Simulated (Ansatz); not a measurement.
**InSb (Immm): equation of state**

How stiff is InSb (Immm)? Energies and pressures are computed at volumes on both sides of the relaxed cell and fitted.

Method: DFT PBE, scalar-relativistic, plane waves, PAW, in Ansatz 0.2.0.

2 further runs of the same task are left out: 2 that didn't finish. Runs told in other sessions of the task aren't counted.

## (1) The structure to begin with

The structure is orthorhombic, space group Immm (No. 71). Conventional cell: a = 3.290 Å, b = 5.620 Å, c = 6.117 Å, α = 90.00°, β = 90.00°, γ = 90.00°. Around In (site symmetry mmm) lie 6 Sb at 3.06 to 3.26 Å and 2 In at 3.29 Å. Sb (site symmetry mmm) has 6 In at 3.06 to 3.26 Å and 2 Sb at 3.29 Å in its first shell of neighbours.

Coordinates:

```
CELL_PARAMETERS angstrom
5.61975 0.00000 0.00000
0.00000 6.11734 0.00000
0.00000 0.00000 3.29003
ATOMIC_POSITIONS crystal
In 0.00000 0.00000 0.24970
In 0.50000 0.50000 0.75030
Sb 0.50000 0.00000 0.75000
Sb 0.00000 0.50000 0.25000
```

This cell comes from an earlier session at PBE: 28.276 Å³/atom at 0.00 GPa, on a 6×6×10 mesh.

Volume factors to run: 0.980, 1.020, 0.960, 1.040.

## (2) Volume × 0.980

Contents of input.yaml:

```yaml
crystal:
  lattice:
    - [5.582032837, 0.0, 0.0]
    - [0.0, 6.0762846336, 0.0]
    - [0.0, 0.0, 3.2679468632]
  atoms:
    - { symbol: In, position: [0.0, 0.0, 0.2496958823] }
    - { symbol: In, position: [0.5, 0.5, -0.2496958823] }
    - { symbol: Sb, position: [0.5, 0.0, 0.7499969454] }
    - { symbol: Sb, position: [0.0, 0.5, 0.2500030546] }
basis:
  ecutwfc: 420
  ecutrho_ratio: 4
kpoints:
  mp_grid: { grid: [6, 6, 10] }
hamiltonian:
  xc: pbe
scf:
  occupations: { method: gaussian, width: 0.05 }
output:
  forces: true
  stress: true
  eigenvalues: true
relax:
  f_tol: 0.01
  max_steps: 40
  cell: { stress_tol: 0.1, fix: [volume] }
```

Run with:

```bash
$ ansatz run input.yaml --threads 2 --pin off --max-ram 2662MiB --backend cpu --events-out ev --progress --plain --runs-dir out
```

Further steps of the session: Scaling the volume by 1.020; Scaling the volume by 0.960; Scaling the volume by 1.040.

Q: Predict the outcome of this session. Wanted: V0; B0; scatter of the fit.

**Answer**, as computed:

```
          quantity           value
                V0  28.272 Å³/atom
                B0          46 GPa
scatter of the fit  0.011 meV/atom
```

A third-order Birch–Murnaghan fit puts the minimum at 28.27 Å³/atom with a bulk modulus of 46 GPa. One per cent of compression takes about 0.46 GPa. These are values at 0 K without zero-point motion. Spin–orbit coupling is left out, though the cell holds Sb; it can open a gap where p bands cross.
